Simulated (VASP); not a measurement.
Write the native input for VASP 6.6.1 that does the following.

* Task: band structure
* Functional: PBE
* Potentials or basis: VASP PAW PBE potentials, release 64 (Ag)
* Cutoff: 500 eV
* k mesh: 11 × 11 × 11
* Occupations: fermi-dirac, width 0.05 eV
* Spin: no spin polarisation
* Further INCAR settings: ALGO = Fast; EDIFF = 1e-06; NBANDS = 12

The structure of Ag lies in POSCAR:

```
Ag
1.0
    0.0000000000      2.0427500000      2.0427500000
    2.0427500000      0.0000000000      2.0427500000
    2.0427500000      2.0427500000      0.0000000000
Ag
1
Direct
    0.0000000000      0.0000000000      0.0000000000
```

One way to write it, as run:

INCAR

```
PREC = Accurate
ENCUT = 500
EDIFF = 1E-6
ISMEAR = -1
SIGMA = 0.05
LREAL = F
LASPH = T
NELM = 80
ALGO = Fast
ISIF = 2
LWAVE = F
LCHARG = F
LMAXMIX = 4
GGA = PE
NBANDS = 12
```

KPOINTS

```
Automatic mesh
0
Gamma
  11 11 11
```

KPOINTS_OPT

```
path GXWKGLUWLK,UX
10
line-mode
reciprocal
 0.0000000000  0.0000000000  0.0000000000  G
 0.5000000000  0.0000000000  0.5000000000  X

 0.5000000000  0.0000000000  0.5000000000  X
 0.5000000000  0.2500000000  0.7500000000  W

 0.5000000000  0.2500000000  0.7500000000  W
 0.3750000000  0.3750000000  0.7500000000  K

 0.3750000000  0.3750000000  0.7500000000  K
 0.0000000000  0.0000000000  0.0000000000  G

 0.0000000000  0.0000000000  0.0000000000  G
 0.5000000000  0.5000000000  0.5000000000  L

 0.5000000000  0.5000000000  0.5000000000  L
 0.6250000000  0.2500000000  0.6250000000  U

 0.6250000000  0.2500000000  0.6250000000  U
 0.5000000000  0.2500000000  0.7500000000  W

 0.5000000000  0.2500000000  0.7500000000  W
 0.5000000000  0.5000000000  0.5000000000  L

 0.5000000000  0.5000000000  0.5000000000  L
 0.3750000000  0.3750000000  0.7500000000  K

 0.6250000000  0.2500000000  0.6250000000  U
 0.5000000000  0.0000000000  0.5000000000  X
```

Potentials or basis: VASP PAW PBE potentials, release 64 (Ag).

Run with:

```console
$ cat potpaw_PBE.64/Ag/POTCAR > POTCAR
$ mpirun -np 1 vasp_std > vasp.out
```

It gave:

The pressure is 4.4 GPa and the band gap along the path is none (metal or under the smearing width).

It took 35 s on 1 thread of AMD EPYC 7R43 64-Core Processor (Zen 3), with other jobs on the host, peak memory 0.12 GiB.
